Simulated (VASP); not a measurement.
**Cd: single point with r2SCAN**

Cd:

```
CELL_PARAMETERS angstrom
-1.76146 1.76146 1.76146
1.76146 -1.76146 1.76146
1.76146 1.76146 -1.76146
ATOMIC_POSITIONS crystal
Cd 0.00000 0.00000 0.00000
```

This isn't the form of Cd at room conditions, which is hcp.

* Program: VASP 6.6.1
* Task: single point
* Functional: r2SCAN
* Potentials or basis: VASP PAW PBE potentials, release 64 (Cd)
* Cutoff: 520 eV
* k mesh: 8 × 8 × 8
* Occupations: methfessel-paxton, width 0.1 eV
* Spin: no spin polarisation

| Item | Value |
| --- | --- |
| Pressure | 0.3 GPa |
| Band gap on the k mesh | none (metal or under the smearing width) |

Levels at points of the mesh, in eV from the Fermi level:
| k point | band 4 | band 5 | band 6 | band 7 | band 8 | band 9 |
| --- | --- | --- | --- | --- | --- | --- |
| (0.00, 0.00, 0.00) | -9.16 | -9.03 | -9.03 | 16.29 | 16.29 | 16.29 |
| (0.50, 0.00, 0.00) | -9.00 | -8.58 | -2.21 | -0.83 | 10.01 | 10.62 |
| (0.50, 0.50, 0.50) | -8.69 | -8.69 | 3.70 | 3.70 | 3.70 | 6.37 |

It took 24 s on 1 thread of Intel(R) Xeon(R) Platinum 8488C (Sapphire Rapids), with other jobs on the host, peak memory 0.14 GiB.

Caveat: the PAW data sets were made with another functional, which shifts forces and pressure a little.
